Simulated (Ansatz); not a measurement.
# TiO2: the cost of one run

Computed with Ansatz 0.2.0 (DFT PBE, scalar-relativistic, plane waves, PAW, unless a step's input says otherwise).

## Step 1: Starting point

The structure is monoclinic, space group C2/m (No. 12). Conventional cell: a = 12.307 Å, b = 3.767 Å, c = 6.616 Å, α = 90.00°, β = 106.95°, γ = 90.00°. Around Ti (site symmetry m) lie 5 O at 1.78 to 2.03 Å. Around Ti (site symmetry m) lie 6 O at 1.86 to 2.16 Å. O (site symmetry m) has 3 Ti at 1.86 to 2.16 Å as nearest neighbours. O (site symmetry m) is surrounded by 3 Ti at 1.94 to 2.03 Å. O (site symmetry m) is surrounded by 2 Ti at 1.78 to 1.87 Å. O (site symmetry m) has 3 Ti at 1.96 to 2.16 Å as nearest neighbours.

As a file:

```cif
data_structure
_symmetry_space_group_name_H-M 'P 1'
_symmetry_Int_Tables_number 1
_cell_length_a 7.5339
_cell_length_b 7.8394
_cell_length_c 10.4365
_cell_angle_alpha 83.364
_cell_angle_beta 79.603
_cell_angle_gamma 76.098
_cell_volume 586.83
loop_
_atom_site_label
_atom_site_type_symbol
_atom_site_fract_x
_atom_site_fract_y
_atom_site_fract_z
_atom_site_occupancy
Ti1 Ti 0.17906 0.83717 0.44660 1
Ti2 Ti 0.67906 0.83717 0.44660 1
Ti3 Ti 0.42906 0.33717 0.94659 1
Ti4 Ti 0.92906 0.33717 0.94659 1
Ti5 Ti 0.17760 0.54487 0.74473 1
Ti6 Ti 0.42760 0.04487 0.24473 1
Ti7 Ti 0.67760 0.54487 0.74473 1
Ti8 Ti 0.92760 0.04487 0.24473 1
Ti9 Ti 0.07094 0.66283 0.05341 1
Ti10 Ti 0.57094 0.66283 0.05341 1
Ti11 Ti 0.32094 0.16283 0.55341 1
Ti12 Ti 0.82094 0.16283 0.55341 1
Ti13 Ti 0.07240 0.95513 0.75527 1
Ti14 Ti 0.32240 0.45513 0.25527 1
Ti15 Ti 0.57240 0.95513 0.75527 1
Ti16 Ti 0.82240 0.45513 0.25527 1
O1 O 0.09249 0.75666 0.87336 1
O2 O 0.34249 0.25666 0.37336 1
O3 O 0.59249 0.75666 0.87336 1
O4 O 0.84249 0.25666 0.37336 1
O5 O 0.17665 0.00863 0.28477 1
O6 O 0.67665 0.00863 0.28477 1
O7 O 0.42665 0.50863 0.78477 1
O8 O 0.92665 0.50863 0.78477 1
O9 O 0.00118 0.86484 0.13046 1
O10 O 0.50118 0.86483 0.13046 1
O11 O 0.25118 0.36483 0.63046 1
O12 O 0.75118 0.36483 0.63046 1
O13 O 0.15751 0.74334 0.62664 1
O14 O 0.40751 0.24334 0.12664 1
O15 O 0.65751 0.74334 0.62664 1
O16 O 0.90751 0.24334 0.12664 1
O17 O 0.08687 0.08974 0.56276 1
O18 O 0.33687 0.58974 0.06276 1
O19 O 0.58688 0.08974 0.56276 1
O20 O 0.83688 0.58974 0.06276 1
O21 O 0.24882 0.63516 0.36954 1
O22 O 0.74882 0.63517 0.36954 1
O23 O 0.49882 0.13517 0.86954 1
O24 O 0.99882 0.13517 0.86954 1
O25 O 0.16312 0.41026 0.93724 1
O26 O 0.41313 0.91026 0.43724 1
O27 O 0.66312 0.41026 0.93724 1
O28 O 0.91312 0.91026 0.43724 1
O29 O 0.07335 0.49137 0.21523 1
O30 O 0.57335 0.49137 0.21523 1
O31 O 0.32335 0.99137 0.71523 1
O32 O 0.82335 0.99137 0.71523 1
```

The runs take a perfect supercell of 48 atoms; the defect goes to fractional position (0.092, 0.757, 0.873).

## Step 2: The perfect supercell

Contents of input.yaml:

```yaml
crystal:
  lattice:
    - [0.0, -7.533873, 0.0]
    - [-4.225251, -1.883468, -6.328967]
    - [8.081903, -1.883468, -6.328967]
  atoms:
    - { symbol: Ti, position: [0.17906, 0.837166, 0.446595] }
    - { symbol: Ti, position: [0.67906, 0.837166, 0.446595] }
    - { symbol: Ti, position: [0.42906, 0.337166, 0.946595] }
    - { symbol: Ti, position: [0.92906, 0.337166, 0.946595] }
    - { symbol: Ti, position: [0.1776, 0.544871, 0.74473] }
    - { symbol: Ti, position: [0.4276, 0.044871, 0.24473] }
    - { symbol: Ti, position: [0.6776, 0.544871, 0.74473] }
    - { symbol: Ti, position: [0.9276, 0.044871, 0.24473] }
    - { symbol: Ti, position: [0.07094, 0.662834, 0.053405] }
    - { symbol: Ti, position: [0.570941, 0.662832, 0.053405] }
    - { symbol: Ti, position: [0.32094, 0.162834, 0.553405] }
    - { symbol: Ti, position: [0.82094, 0.162834, 0.553405] }
    - { symbol: Ti, position: [0.0724, 0.955129, 0.75527] }
    - { symbol: Ti, position: [0.3224, 0.455129, 0.25527] }
    - { symbol: Ti, position: [0.5724, 0.955129, 0.75527] }
    - { symbol: Ti, position: [0.8224, 0.455129, 0.25527] }
    - { symbol: O, position: [0.092495, 0.756657, 0.873363] }
    - { symbol: O, position: [0.342495, 0.256657, 0.373363] }
    - { symbol: O, position: [0.592495, 0.756657, 0.873363] }
    - { symbol: O, position: [0.842495, 0.256657, 0.373363] }
    - { symbol: O, position: [0.176651, 0.008628, 0.284768] }
    - { symbol: O, position: [0.676651, 0.008629, 0.284768] }
    - { symbol: O, position: [0.426651, 0.508629, 0.784768] }
    - { symbol: O, position: [0.926651, 0.508629, 0.784767] }
    - { symbol: O, position: [0.001177, 0.864835, 0.130457] }
    - { symbol: O, position: [0.501177, 0.864834, 0.130457] }
    - { symbol: O, position: [0.251177, 0.364834, 0.630457] }
    - { symbol: O, position: [0.751177, 0.364834, 0.630457] }
    - { symbol: O, position: [0.157505, 0.743343, 0.626637] }
    - { symbol: O, position: [0.407505, 0.243342, 0.126637] }
    - { symbol: O, position: [0.657505, 0.743342, 0.626637] }
    - { symbol: O, position: [0.907505, 0.243342, 0.126637] }
    - { symbol: O, position: [0.086875, 0.089738, 0.562762] }
    - { symbol: O, position: [0.336875, 0.589738, 0.062762] }
    - { symbol: O, position: [0.586875, 0.089738, 0.562762] }
    - { symbol: O, position: [0.836875, 0.589739, 0.062761] }
    - { symbol: O, position: [0.248823, 0.635165, 0.369543] }
    - { symbol: O, position: [0.748823, 0.635166, 0.369543] }
    - { symbol: O, position: [0.498823, 0.135165, 0.869543] }
    - { symbol: O, position: [0.998823, 0.135165, 0.869543] }
    - { symbol: O, position: [0.163125, 0.410261, 0.937239] }
    - { symbol: O, position: [0.413125, 0.910261, 0.437239] }
    - { symbol: O, position: [0.663125, 0.410261, 0.937239] }
    - { symbol: O, position: [0.913125, 0.910261, 0.437239] }
    - { symbol: O, position: [0.073349, 0.491372, 0.215232] }
    - { symbol: O, position: [0.573349, 0.491371, 0.215232] }
    - { symbol: O, position: [0.323349, 0.991371, 0.715232] }
    - { symbol: O, position: [0.823349, 0.991371, 0.715233] }
basis:
  ecutwfc: 420
  fft_grid_basis: typed
kpoints:
  mp_grid: { grid: [2, 2, 1] }
hamiltonian:
  xc: pbe
  pseudopotentials: { kind: paw }
scf:
  occupations: { method: gaussian, width: 0.05 }
output:
  forces: true
  stress: false
  eigenvalues: true
  bader: false
  write_density: true
  volumetric_format: npy
```

The run is started by

```bash
$ ansatz run input.yaml --threads 4 --pin off --max-ram 10240MiB --backend cpu --events-out ev --progress --plain --runs-dir out
```

**Question.** How long does this run take on 4 threads of Arm Neoverse V1, shared host, and how much memory does it need?

About 15 s, with a peak of 2.6 GiB.
